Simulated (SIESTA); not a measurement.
Runs of SIESTA 5.4.2 on CdTe. It takes space group F-43m (No. 216, cubic). The conventional cell has a = 6.410 Å, b = 6.410 Å, c = 6.410 Å, α = 90.00°, β = 90.00°, γ = 90.00°. Around Te (site symmetry -43m) lie 4 Cd at 2.78 Å. Around Cd (site symmetry -43m) lie 4 Te at 2.78 Å. 

```tsv
task	level	potentials or basis	cell	k mesh	optimiser	force tolerance	polarization grid	broadening (eV)	window to (eV)	grid cutoff	energy shift	gap on the mesh (eV)	pressure (GPa)	relaxed volume (Å³/atom)
relaxation of cell and atoms	PBE	PseudoDojo 0.4 standard (PBE files), TZTP (energy shift 0.01 Ry)	relaxed	7 × 7 × 7	Broyden	0.01 eV/Å	-	-	-	800 Ry	0.01 Ry	0.84	0.1	(b)
band structure	PBE-libxc	PseudoDojo 0.4 standard (PBE files), DZP (energy shift 0.002 Ry)	as given	7 × 7 × 7	-	-	-	-	-	800 Ry	0.002 Ry	1.21	4.7	-
relaxation of cell and atoms	AM05	PseudoDojo 0.4 standard (PBEsol files), DZP (energy shift 0.002 Ry)	relaxed	7 × 7 × 7	-	0.04 eV/Å	-	-	-	800 Ry	0.002 Ry	0.97	0.0	34.68
band structure	LDA	PseudoDojo 0.4 standard (LDA files), DZP (energy shift 0.002 Ry)	as given	7 × 7 × 7	-	-	-	-	-	800 Ry	0.002 Ry	0.97	0.4	-
band structure	VV10	PseudoDojo 0.4 standard (PBE files), DZP (energy shift 0.002 Ry)	as given	7 × 7 × 7	-	-	-	-	-	800 Ry	0.002 Ry	0.98	(a)	-
Berry-phase polarisation	PBEGcGxHEG	PseudoDojo 0.4 standard (PBE files), TZP (energy shift 0.002 Ry)	as given	7 × 7 × 7	-	-	16 × 4 × 4	-	-	800 Ry	0.002 Ry	0.91	1.2	-
optical spectrum	PBE	PseudoDojo 0.4 standard (PBE files), DZP (energy shift 0.002 Ry)	as given	5 × 5 × 5	-	-	-	0.2 eV	30 eV	800 Ry	0.002 Ry	1.21	4.7	-
relaxation of cell and atoms	PBE	PseudoDojo 0.4 standard (PBE files), DZP (energy shift 0.002 Ry)	relaxed	5 × 5 × 5	Broyden	0.01 eV/Å	-	-	-	1200 Ry	0.002 Ry	0.81	0.0	(c)
band structure	PBE	SG15 1.2 NC or PseudoDojo by element (PBE files), DZP (energy shift 0.002 Ry)	as given	7 × 7 × 7	-	-	-	-	-	800 Ry	0.002 Ry	1.64	6.4	-
band structure	AM05	PseudoDojo 0.4 standard (PBEsol files), DZP (energy shift 0.002 Ry)	as given	7 × 7 × 7	-	-	-	-	-	800 Ry	0.002 Ry	1.18	(d)	-
relaxation of cell and atoms	PBEsol	PseudoDojo 0.4 standard (PBEsol files), TZP (energy shift 0.002 Ry)	relaxed	5 × 5 × 5	Broyden	0.01 eV/Å	-	-	-	1200 Ry	0.002 Ry	0.74	0.0	34.42
```

Alike in all rows: no spin polarisation; smearing fermi-dirac 0.05 eV.

Problem. Fill in the values left out.

Solution. (a) 4.9; (b) 34.63; (c) 36.35; (d) 2.5.

Caveats: semicore shells carry a single zeta, which can move pressures by several GPa and volumes by a few percent; spin-orbit coupling is left out, which moves the levels of the heavy elements; the basis of atomic orbitals isn't converged, which shifts pressures, moduli and gaps; an odd mesh through Γ misses points on the zone boundary, where band edges often lie (some runs); the potentials were made for another functional, which shifts forces and pressure (some runs); the non-local part is tabulated coarsely and may be off by about a percent (some runs); the basis holds too few empty states to meet the f-sum rule, so the spectrum is short of weight at high energy (some runs).

A k mesh can miss the band edges, and the runs leave out spin-orbit coupling on Cd, Te.

Not every run made on this cell is shown here.
